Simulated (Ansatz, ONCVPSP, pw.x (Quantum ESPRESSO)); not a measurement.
## La (Z = 57): does the ONCV potential hold in the solid?

- Element: La
- Generator: ONCVPSP 4.0.1.1 (patched build)
- Type: optimised norm-conserving Vanderbilt (ONCV)
- Functional: PBE
- Relativity: scalar-relativistic
- Frozen core: [Kr] 4d10
- Valence charge: 11
- Reference configuration: 5s2 5p6 5d1 6s2
- Partial waves: 5s+6s: rc 2.55 bohr, ncon 5, nbas 10, qcut 5.9 1/bohr, 2 projectors; 5p: rc 2.35 bohr, ncon 4, nbas 8, qcut 5.3 1/bohr, 3 projectors, debl 2.5 Ha; 5d: rc 2.85 bohr, ncon 4, nbas 7, qcut 3.5 1/bohr, 2 projectors, debl 0.4 Ha; f scattering state at 0.36 Ha: rc 2.25 bohr, ncon 4, nbas 7, qcut 4.8 1/bohr, 2 projectors, debl 3.2 Ha
- Local potential: polynomial inside 2.00 bohr (lpopt 5, dvloc0 0 Ha)
- Core correction: Teter function, fcfact 2, rcfact 1.35

In the f channel the program set the typed energies aside and used -0.160, 3.040 Ha.

Atomic tests: cutoffs needed: 11 Ha and 13 Ha (the cutoffs (Ha) at which the residual kinetic energy of the hardest occupied pseudo-wave falls to 1 and 0.1 mHa per electron) The cutoffs count occupied waves only; projector 2 of the f channel, the hardest unoccupied one, needs 56 Ha at the loose tolerance.; ghost test: no bound ghost flagged; GHOST(+) flagged for s at 123.1 eV; largest excitation error: -4.1 meV (all-electron minus pseudo) for 5s2 5p6 5d1 6s0, out of 4 test configurations.

Crystal test: bcc La in pw.x 7.5, no spin, 11³ k-points, Fermi–Dirac smearing 0.01 Ry, cutoffs 50/200 Ry. The reference is all-electron LAPW (Ansatz 0.2.0) with the same functional, mesh and smearing; V0 and B0 come from Birch–Murnaghan fits to the pressures at five volumes. Errors are pseudo minus all-electron; Δ is the rms difference of the E(V) curves that follow from these fits, minima aligned, over ±6 % about the mean V0. Mesh and smearing are coarse, so the numbers serve the comparison and aren't converged zero-temperature values; the lattice is a test structure that the element need not adopt.

All-electron: a0 = 4.241 Å (V0 = 38.13 Å³/atom), B0 = 25.4 GPa.

How far does the potential miss the all-electron equation of state?

mean pressure error (GPa): +0.20; a0 (Å): 4.250; a0 error (%): +0.23; B0 error (%): +2.5; Δ (meV/atom): 1.5.

| V (Å³/atom) | P all-electron (GPa) | P pseudo (GPa) |
| --- | --- | --- |
| 35.920 | 1.64 | 1.91 |
| 36.866 | 0.89 | 1.12 |
| 37.811 | 0.21 | 0.41 |
| 38.756 | -0.41 | -0.24 |
| 39.702 | -0.97 | -0.83 |

At the middle volume, how do free energy and pressure move when the wave cutoff is lowered (ecutrho kept at four times it)?

```tsv
cutoff (Ry)	shift of F (meV/atom)	shift of P (GPa)
22	+169.8	-3.22
30	+32.0	+0.15
40	+15.9	-0.21
```

The run at the middle volume (56 k-points, 7 iterations) took about 17 s on one core of a shared host (Intel(R) Xeon(R) Platinum 8175M CPU @ 2.50GHz, 96 threads, 755 GiB, load 40).
